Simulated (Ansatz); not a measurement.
CdTe: eigenvalues along the path

```yaml
crystal:
  lattice:
    - [3.12660, -3.15650, 0.00000]
    - [3.12660, 3.15650, 0.00000]
    - [0.00000, 0.00000, 6.09065]
  atoms:
    - { symbol: Cd, position: [0.27703, 0.72297, 0.75000] }
    - { symbol: Cd, position: [0.72297, 0.27703, 0.25000] }
    - { symbol: Te, position: [0.76614, 0.23386, 0.75000] }
    - { symbol: Te, position: [0.23386, 0.76614, 0.25000] }
```

Atoms are numbered in the order listed.

The cell is the one relaxed in the Materials Project (mp-1066480), not relaxed further here; entries there can be hypothetical. The listed cell was then made from it by scaling, straining or moving an atom.

Spin–orbit coupling is left out, though it moves levels of the heavy atoms by tenths of an eV or more.

These are results of DFT, PBEsol, all-electron LAPW, scalar-relativistic (Ansatz 0.2.0), not measurements.

Settings: a Γ-centred 9×9×6 k mesh, Fermi–Dirac smearing of 0.05 eV, basis error target 1 meV/atom, no spin polarisation.

Path points, in fractions of the reciprocal vectors: Γ (0.000, 0.000, 0.000), Y (-0.500, 0.500, 0.000), C0 (-0.495, 0.505, 0.000), Σ0 (0.495, 0.495, 0.000), Z (0.000, 0.000, 0.500), A0 (0.495, 0.495, 0.500), E0 (-0.495, 0.505, 0.500), T (-0.500, 0.500, 0.500). Levels in eV from the Fermi level; bands 27 to 51, counted from the lowest band of the run. The gap is zero.

```
# k(1/Å) point b27 b28 b29 b30 b31 b32 b33 b34 b35 b36 b37 b38 b39 b40 b41 b42 b43 b44 b45 b46 b47 b48 b49 b50 b51
0.000 Γ -11.27 -10.49 -8.11 -8.11 -8.09 -8.08 -8.07 -8.05 -8.05 -7.97 -7.97 -7.39 -3.76 -1.94 -1.92 -1.33 -0.46 -0.37 -0.27 0.05 4.24 6.89 7.05 7.19 7.29
0.199 - -11.19 -10.46 -8.11 -8.11 -8.10 -8.08 -8.07 -8.07 -8.05 -7.98 -7.97 -7.44 -3.62 -2.63 -2.17 -1.39 -0.62 -0.50 -0.14 1.42 4.65 5.55 6.35 6.84 6.91
0.398 - -10.97 -10.41 -8.14 -8.11 -8.09 -8.08 -8.07 -8.06 -8.03 -8.02 -7.96 -7.51 -3.23 -3.09 -2.69 -2.30 -1.02 -0.85 1.47 2.07 4.49 5.21 5.50 5.73 6.93
0.597 - -10.73 -10.43 -8.13 -8.11 -8.09 -8.08 -8.02 -8.01 -8.00 -7.98 -7.96 -7.52 -3.23 -3.19 -2.82 -2.69 -1.46 -1.26 0.52 1.68 4.88 4.90 5.72 6.34 7.16
0.796 - -10.59 -10.50 -8.12 -8.12 -8.09 -8.07 -7.98 -7.98 -7.97 -7.96 -7.66 -7.47 -3.61 -3.54 -2.47 -2.17 -1.80 -1.58 -0.74 0.06 4.51 4.64 6.97 8.16 8.24
0.995 Y -10.54 -10.54 -8.13 -8.13 -8.07 -8.06 -7.97 -7.96 -7.96 -7.96 -7.46 -7.43 -3.78 -3.76 -1.94 -1.92 -1.71 -1.69 -1.20 -1.14 4.21 4.39 8.46 8.55 9.03
0.997 - -10.54 -10.54 -8.13 -8.13 -8.07 -8.06 -7.97 -7.96 -7.96 -7.96 -7.46 -7.43 -3.78 -3.76 -1.94 -1.92 -1.71 -1.69 -1.20 -1.14 4.21 4.39 8.46 8.55 9.03
0.999 - -10.54 -10.54 -8.13 -8.13 -8.07 -8.06 -7.97 -7.96 -7.96 -7.96 -7.46 -7.43 -3.78 -3.76 -1.94 -1.92 -1.71 -1.69 -1.20 -1.14 4.21 4.39 8.46 8.55 9.03
1.001 - -10.54 -10.54 -8.13 -8.13 -8.07 -8.06 -7.97 -7.96 -7.96 -7.96 -7.46 -7.43 -3.78 -3.75 -1.94 -1.92 -1.71 -1.69 -1.20 -1.14 4.21 4.39 8.46 8.55 9.03
1.003 - -10.54 -10.54 -8.13 -8.13 -8.07 -8.06 -7.97 -7.96 -7.96 -7.96 -7.46 -7.43 -3.78 -3.75 -1.94 -1.92 -1.71 -1.69 -1.20 -1.14 4.21 4.39 8.46 8.54 9.03
1.005 C0 -10.54 -10.54 -8.13 -8.13 -8.07 -8.06 -7.97 -7.96 -7.96 -7.96 -7.46 -7.43 -3.78 -3.75 -1.94 -1.92 -1.71 -1.69 -1.20 -1.14 4.21 4.39 8.46 8.54 9.03
1.285 - -10.56 -10.50 -8.12 -8.11 -8.10 -8.09 -7.99 -7.99 -7.99 -7.97 -7.68 -7.68 -3.73 -3.45 -2.05 -2.02 -2.02 -1.93 0.26 0.44 4.69 5.02 6.38 6.51 8.07
1.565 - -10.56 -10.47 -8.17 -8.16 -8.09 -8.07 -8.07 -8.07 -8.02 -7.99 -7.91 -7.90 -3.97 -3.64 -2.20 -2.17 -0.71 -0.64 2.25 2.43 3.96 4.06 5.76 5.78 5.94
1.845 - -10.56 -10.47 -8.17 -8.16 -8.09 -8.07 -8.07 -8.07 -8.02 -7.99 -7.91 -7.90 -3.97 -3.64 -2.20 -2.17 -0.71 -0.64 2.25 2.43 3.96 4.06 5.76 5.78 5.94
2.125 - -10.56 -10.50 -8.12 -8.11 -8.10 -8.09 -7.99 -7.99 -7.99 -7.97 -7.68 -7.68 -3.73 -3.45 -2.05 -2.02 -2.02 -1.93 0.26 0.44 4.69 5.02 6.38 6.51 8.07
2.406 Σ0 -10.54 -10.54 -8.13 -8.13 -8.07 -8.06 -7.97 -7.96 -7.96 -7.96 -7.46 -7.43 -3.78 -3.75 -1.94 -1.92 -1.71 -1.69 -1.20 -1.14 4.21 4.39 8.46 8.54 9.03
2.605 - -10.58 -10.50 -8.13 -8.11 -8.09 -8.06 -7.98 -7.98 -7.97 -7.96 -7.67 -7.50 -3.71 -3.41 -2.55 -2.17 -1.81 -1.56 -0.70 0.19 4.32 4.89 7.02 8.05 8.23
2.804 - -10.72 -10.42 -8.14 -8.12 -8.08 -8.07 -8.03 -8.01 -8.00 -8.00 -7.96 -7.55 -3.35 -3.05 -2.88 -2.69 -1.46 -1.23 0.64 1.83 4.70 4.97 6.02 6.26 7.13
3.003 - -10.96 -10.41 -8.14 -8.13 -8.10 -8.09 -8.07 -8.04 -8.03 -8.03 -7.96 -7.53 -3.23 -3.09 -2.80 -2.23 -1.01 -0.80 1.58 2.14 4.56 5.25 5.34 5.78 6.83
3.202 - -11.19 -10.46 -8.13 -8.10 -8.09 -8.08 -8.08 -8.06 -8.04 -7.99 -7.96 -7.44 -3.62 -2.65 -2.19 -1.39 -0.62 -0.47 -0.09 1.40 4.61 5.80 6.20 6.75 7.04
3.401 Γ -11.27 -10.49 -8.11 -8.11 -8.09 -8.08 -8.07 -8.05 -8.05 -7.97 -7.97 -7.39 -3.76 -1.94 -1.92 -1.33 -0.46 -0.37 -0.27 0.05 4.24 6.89 7.05 7.19 7.29
3.504 - -11.25 -10.50 -8.12 -8.11 -8.09 -8.08 -8.07 -8.06 -8.05 -7.97 -7.97 -7.46 -3.71 -1.91 -1.88 -1.19 -0.98 -0.41 -0.32 0.66 4.27 6.72 6.87 6.88 7.33
3.607 - -11.17 -10.52 -8.14 -8.11 -8.09 -8.08 -8.06 -8.06 -8.05 -7.98 -7.98 -7.65 -3.57 -1.81 -1.79 -1.58 -0.77 -0.54 -0.43 1.51 4.37 6.17 6.36 6.55 6.74
3.710 - -11.06 -10.57 -8.17 -8.10 -8.09 -8.08 -8.07 -8.05 -8.04 -7.99 -7.99 -7.86 -3.39 -2.12 -1.65 -1.61 -0.72 -0.67 -0.05 2.29 4.53 5.12 5.86 6.47 6.75
3.814 - -10.92 -10.65 -8.18 -8.10 -8.08 -8.08 -8.08 -8.04 -8.04 -8.03 -8.01 -8.00 -3.16 -2.55 -1.44 -1.40 -0.96 -0.90 0.79 2.45 4.76 4.79 5.43 6.23 6.90
3.917 Z -10.77 -10.77 -8.14 -8.14 -8.09 -8.09 -8.08 -8.08 -8.02 -8.02 -8.02 -8.02 -2.89 -2.89 -1.20 -1.20 -1.16 -1.16 1.72 1.72 5.06 5.06 5.45 5.45 7.09
4.116 - -10.70 -10.70 -8.16 -8.16 -8.11 -8.11 -8.07 -8.07 -8.03 -8.03 -8.00 -8.00 -3.34 -3.34 -1.37 -1.37 -0.63 -0.63 2.09 2.09 4.89 4.89 5.30 5.30 6.30
4.315 - -10.54 -10.54 -8.21 -8.21 -8.14 -8.14 -8.06 -8.06 -8.02 -8.02 -7.97 -7.97 -3.89 -3.89 -1.85 -1.85 -0.04 -0.04 3.02 3.02 3.85 3.85 5.07 5.07 5.94
4.514 - -10.41 -10.41 -8.22 -8.22 -8.11 -8.11 -8.06 -8.06 -8.00 -8.00 -7.90 -7.90 -4.10 -4.10 -2.36 -2.36 -0.44 -0.44 2.50 2.50 4.47 4.47 5.34 5.34 6.42
4.713 - -10.38 -10.38 -8.20 -8.20 -8.07 -8.07 -8.06 -8.06 -7.97 -7.97 -7.71 -7.71 -3.89 -3.89 -2.74 -2.74 -1.75 -1.75 2.43 2.43 4.51 4.51 6.62 6.62 6.78
4.912 A0 -10.39 -10.39 -8.19 -8.19 -8.06 -8.06 -8.06 -8.06 -7.96 -7.96 -7.59 -7.59 -3.30 -3.30 -2.88 -2.88 -2.86 -2.86 2.43 2.43 4.81 4.81 6.66 6.66 6.66
5.192 - -10.37 -10.37 -8.21 -8.21 -8.08 -8.08 -8.06 -8.06 -7.98 -7.98 -7.80 -7.80 -4.25 -4.25 -2.14 -2.14 -1.45 -1.45 2.47 2.47 4.22 4.22 6.22 6.22 6.94
5.472 - -10.34 -10.34 -8.24 -8.24 -8.17 -8.17 -8.11 -8.11 -7.99 -7.99 -7.99 -7.99 -4.78 -4.78 -0.55 -0.55 -0.14 -0.14 3.02 3.02 3.30 3.30 4.40 4.40 5.41
5.753 - -10.34 -10.34 -8.24 -8.24 -8.17 -8.17 -8.11 -8.11 -7.99 -7.99 -7.99 -7.99 -4.78 -4.78 -0.55 -0.55 -0.14 -0.14 3.02 3.02 3.30 3.30 4.40 4.40 5.41
6.033 - -10.37 -10.37 -8.21 -8.21 -8.08 -8.08 -8.06 -8.06 -7.98 -7.98 -7.80 -7.80 -4.25 -4.25 -2.14 -2.14 -1.45 -1.45 2.47 2.47 4.22 4.22 6.22 6.22 6.94
6.313 E0 -10.39 -10.39 -8.19 -8.19 -8.06 -8.06 -8.06 -8.06 -7.96 -7.96 -7.59 -7.59 -3.30 -3.30 -2.88 -2.88 -2.86 -2.86 2.43 2.43 4.81 4.81 6.66 6.66 6.66
6.315 - -10.39 -10.39 -8.19 -8.19 -8.06 -8.06 -8.06 -8.06 -7.96 -7.96 -7.59 -7.59 -3.29 -3.29 -2.88 -2.88 -2.86 -2.86 2.43 2.43 4.81 4.81 6.66 6.66 6.66
6.317 - -10.39 -10.39 -8.19 -8.19 -8.06 -8.06 -8.06 -8.06 -7.96 -7.96 -7.59 -7.59 -3.29 -3.29 -2.88 -2.88 -2.86 -2.86 2.43 2.43 4.81 4.81 6.66 6.66 6.66
6.319 - -10.39 -10.39 -8.19 -8.19 -8.06 -8.06 -8.06 -8.06 -7.96 -7.96 -7.59 -7.59 -3.29 -3.29 -2.88 -2.88 -2.86 -2.86 2.43 2.43 4.81 4.81 6.66 6.66 6.66
6.321 - -10.39 -10.39 -8.19 -8.19 -8.06 -8.06 -8.06 -8.06 -7.96 -7.96 -7.59 -7.59 -3.29 -3.29 -2.88 -2.88 -2.86 -2.86 2.43 2.43 4.81 4.81 6.66 6.66 6.66
6.322 T -10.39 -10.39 -8.19 -8.19 -8.06 -8.06 -8.06 -8.06 -7.96 -7.96 -7.59 -7.59 -3.29 -3.29 -2.88 -2.88 -2.86 -2.86 2.43 2.43 4.81 4.81 6.66 6.66 6.66
```
